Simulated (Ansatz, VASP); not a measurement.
# SiW in VASP and in Ansatz

```
W Si
1.0
     2.96199    0.00000    0.00000
     0.00000    2.96199    0.00000
     0.00000    0.00000    2.96199
W Si
1 1
Direct
  0.00000 0.00000 0.00000
  0.50000 0.50000 0.50000
```

Change from the starting cell: volume scaled by 0.95, LAPW.

Alike in both runs: task single point; functional LDA; k mesh 13 × 13 × 13; occupations fermi-dirac, width 0.05 eV; no spin polarisation.

```csv
,VASP,Ansatz
version,VASP 6.6.1,Ansatz 0.2.0
potentials or method,"VASP PAW LDA potentials, release 64 (W_sv, Si), cutoff 520 eV","all-electron LAPW, scalar-relativistic"
```

```csv
,VASP,Ansatz,Ansatz less VASP
pressure (GPa),16.1,14.7,-1.44
```

Ansatz ran all-electron here, so the differences hold the error of VASP's frozen core and of both bases.

Caveats: so large a pressure means that the cell lies far from this level's equilibrium, or that cutoff or potentials fall short (VASP). Spin-orbit coupling is left out, which matters for the levels of W.
